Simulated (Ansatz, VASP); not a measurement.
# TaN in VASP and in Ansatz

```
CELL_PARAMETERS angstrom
2.93800 0.00000 0.00000
-1.46900 2.54438 0.00000
0.00000 0.00000 2.88300
ATOMIC_POSITIONS crystal
Ta 0.29333 0.58667 0.44000
N 0.04000 0.08000 0.06000
```

Change from the starting cell: shortest bond scaled by 0.76, PAW files.

Alike in both runs: task single point; functional PBE; k mesh 9 × 9 × 8; occupations fermi-dirac, width 0.03 eV; no spin polarisation.

|  | VASP | Ansatz |
| --- | --- | --- |
| version | VASP 6.6.1 | Ansatz 0.2.0 |
| potentials or method | VASP PAW PBE potentials, release 64 (Ta_pv, N) | PAW with Ansatz's default frozen-core files, scalar-relativistic |
| plane-wave cutoff (eV) | 520 | 420 |
| valence electrons in the cell | 16 | 18 |

|  | VASP | Ansatz | Ansatz less VASP |
| --- | --- | --- | --- |
| pressure (GPa) | 68.1 | 66.0 | -2.05 |
| largest component of the traceless stress (GPa) | 74.15 | 72.19 | -1.959 |
| rms of the force components (eV/Å) | 8.049 | 7.850 | -0.1990 |

Atom by atom the forces differ by 0.199 eV/Å (rms over components). With one functional, cell and mesh, what is left measures potentials, basis and numerics. The two sets of potentials don't hold the same shells in valence.

Caveats: the cell as given lies far from equilibrium; so large a pressure means that the cell lies far from this level's equilibrium, or that cutoff or potentials fall short (VASP); forces of over 1 eV/Å show positions far from the minimum, so gaps and moduli don't describe the material at rest. Spin-orbit coupling is left out, which matters for the levels of Ta.
